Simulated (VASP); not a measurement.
GaSe: band structure with LDA

The system is GaSe.

```
Ga Se
1.0
     3.77097    0.00000    0.00000
    -1.88549    3.26576    0.00000
     0.00000    0.00000   15.96669
Ga Se
4 4
Direct
  0.33333 0.66667 0.17346
  0.66667 0.33333 0.67346
  0.33333 0.66667 0.32654
  0.66667 0.33333 0.82654
  0.33333 0.66667 0.59951
  0.66667 0.33333 0.09951
  0.33333 0.66667 0.90049
  0.66667 0.33333 0.40049
```

| Quantity | Value |
| --- | --- |
| Program | VASP 6.6.1 |
| Task | band structure |
| Functional | LDA |
| Potentials or basis | VASP PAW LDA potentials, release 64 (Ga_d, Se) |
| Cutoff | 520 eV |
| k mesh | 12 × 12 × 2 |
| Occupations | gaussian, width 0.03 eV |
| Spin | no spin polarisation |
| Further INCAR settings | ALGO = Normal; EDIFF = 1e-07; NBANDS = 48 |

The pressure is -2.6 GPa and the largest force is 0.306 eV/Å. The band gap on the k mesh is 0.64 eV, direct and the band gap along the path is 0.64 eV, direct.

Forces in eV/Å, atoms in the order of the input:
```
Ga   0.000  0.000 -0.085
Ga   0.000  0.000 -0.085
Ga   0.000  0.000  0.085
Ga   0.000  0.000  0.085
Se   0.000  0.000  0.306
Se   0.000  0.000  0.306
Se   0.000  0.000 -0.306
Se   0.000  0.000 -0.306
```

Stress tensor (GPa, compression positive):
```
-2.65  0.00  0.00
 0.00 -2.65  0.00
 0.00  0.00 -2.46
```

Levels at the corners of the path, in eV from the valence-band top:
| point | band 34 | band 35 | band 36 | band 37 | band 38 | band 39 | band 40 | band 41 | band 42 | band 43 |
| --- | --- | --- | --- | --- | --- | --- | --- | --- | --- | --- |
| Γ | -1.33 | -1.33 | -1.20 | -1.20 | 0.00 | 0.64 | 1.72 | 1.96 | 2.08 | 3.82 |
| M | -2.59 | -2.51 | -2.37 | -2.28 | -1.88 | 0.84 | 1.12 | 1.68 | 1.70 | 3.46 |
| M | -2.59 | -2.51 | -2.37 | -2.28 | -1.88 | 0.84 | 1.12 | 1.68 | 1.70 | 3.46 |
| K | -3.14 | -2.31 | -2.31 | -2.27 | -2.27 | 1.30 | 1.96 | 2.46 | 2.46 | 3.66 |
| K | -3.14 | -2.31 | -2.31 | -2.27 | -2.27 | 1.30 | 1.96 | 2.46 | 2.46 | 3.66 |
| Γ | -1.33 | -1.33 | -1.20 | -1.20 | 0.00 | 0.64 | 1.72 | 1.96 | 2.08 | 3.82 |
| Γ | -1.33 | -1.33 | -1.20 | -1.20 | 0.00 | 0.64 | 1.72 | 1.96 | 2.08 | 3.82 |
| A | -1.24 | -1.24 | -1.24 | -0.97 | -0.97 | 1.37 | 1.37 | 2.01 | 2.01 | 3.86 |
| A | -1.24 | -1.24 | -1.24 | -0.97 | -0.97 | 1.37 | 1.37 | 2.01 | 2.01 | 3.86 |
| L | -2.55 | -2.44 | -2.44 | -2.20 | -2.20 | 1.21 | 1.21 | 1.45 | 1.45 | 3.35 |
| L | -2.55 | -2.44 | -2.44 | -2.20 | -2.20 | 1.21 | 1.21 | 1.45 | 1.45 | 3.35 |
| H | -3.00 | -2.73 | -2.73 | -1.97 | -1.97 | 1.58 | 1.58 | 2.30 | 2.30 | 3.90 |
| H | -3.00 | -2.73 | -2.73 | -1.97 | -1.97 | 1.58 | 1.58 | 2.30 | 2.30 | 3.90 |
| A | -1.24 | -1.24 | -1.24 | -0.97 | -0.97 | 1.37 | 1.37 | 2.01 | 2.01 | 3.86 |
| L | -2.55 | -2.44 | -2.44 | -2.20 | -2.20 | 1.21 | 1.21 | 1.45 | 1.45 | 3.35 |
| M | -2.59 | -2.51 | -2.37 | -2.28 | -1.88 | 0.84 | 1.12 | 1.68 | 1.70 | 3.46 |
| K | -3.14 | -2.31 | -2.31 | -2.27 | -2.27 | 1.30 | 1.96 | 2.46 | 2.46 | 3.66 |
| H | -3.00 | -2.73 | -2.73 | -1.97 | -1.97 | 1.58 | 1.58 | 2.30 | 2.30 | 3.90 |

Wall time 4.7 min on 4 MPI ranks on Intel(R) Xeon(R) Platinum 8375C CPU @ 2.90GHz (Ice Lake), with other jobs on the host, peak memory 0.58 GiB a rank.

As with any semilocal functional, this LDA gap is likely too small.
